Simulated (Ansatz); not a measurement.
# WS2: the cost of one run

Program: Ansatz 0.2.0. Level of theory: DFT PBEsol+D3(BJ), scalar-relativistic, plane waves, PAW. These are calculated values, not measurements.

16 further runs of the same task are left out: 16 set aside as unsound or not needed.

## (1) The starting structure

Symmetry: P-6m2, No. 187, hexagonal system. Conventional cell: a = 3.124 Å, b = 3.124 Å, c = 16.938 Å, α = 90.00°, β = 90.00°, γ = 120.00°. W (site symmetry -6m2) has 6 S at 2.39 Å as nearest neighbours. Around S (site symmetry 3m) lie 3 W at 2.39 Å.

Coordinates:

```
W S
1.0
     3.12394    0.00000    0.00000
    -1.56197    2.70541    0.00000
     0.00000    0.00000   16.93754
W S
1 2
Direct
  0.33333 0.66667 0.00000
  0.66667 0.33333 0.90715
  0.66667 0.33333 0.09285
```

It goes back to an entry of the Materials Project, which need not be the stable form.

It is the result of an earlier relaxation at this level (volume 47.72 Å³/atom; gap on the mesh: 1.99 eV).

## (2) Plan of the line

The energy is mapped over a normal mode and a strain (zone-centre modes of the cell shown) (x along [1 0 0], y along [1 2 0], z along [0 0 1] of the conventional cell).

The axes are (1) amplitude of mode 7 (359 cm⁻¹), largest displacement in the unstrained cell: 7 values from −0.06 Å; (2) equal normal strain along x, y and z: 7 values from −2.50 %.

Nothing else is relaxed (the pattern is fixed in fractional coordinates). Energies count from the relaxed high-symmetry cell. Points are written as (first, second).

The modes come from a phonon run on the reference cell, made beforehand.

The patterns, per unit of each coordinate (Å):

| atom | x1 | y1 | z1 |
| --- | --- | --- | --- |
| W1 | 0.000 | -0.349 | 0.000 |
| S2 | 0.000 | 1.000 | 0.000 |
| S3 | 0.000 | 1.000 | 0.000 |

## (3) Grid point (−0.04 Å, −2.50 %)

The input, input.yaml:

```yaml
crystal:
  lattice:
    - [3.0458396072, 0.0, 0.0]
    - [-1.5229198036, 2.6377744757, 0.0]
    - [0.0, 0.0, 16.514097352]
  atoms:
    - { symbol: W, position: [0.3359117343, 0.6718234686, 0.0] }
    - { symbol: S, position: [0.6592740711, 0.3185481421, 0.9071511715] }
    - { symbol: S, position: [0.6592740711, 0.3185481421, 0.0928488285] }
basis:
  ecutwfc: 420
kpoints:
  mp_grid: { grid: [12, 12, 2] }
hamiltonian:
  xc: pbesol
  pseudopotentials: { kind: paw, azcp: { folder: soft_1 } }
  dispersion: d3bj
scf:
  occupations: { method: gaussian, width: 0.05 }
output:
  forces: true
  stress: true
  eigenvalues: true
```

Launch:

```console
> ansatz run input.yaml --threads 1 --pin off --max-ram 2048MiB --backend cpu --events-out ev --progress --plain --runs-dir out
```

Q: Estimate wall time and peak memory on 1 thread of AMD EPYC 9R45 (Zen 5), shared host.

About 7.4 s, with a peak of 0.51 GiB.
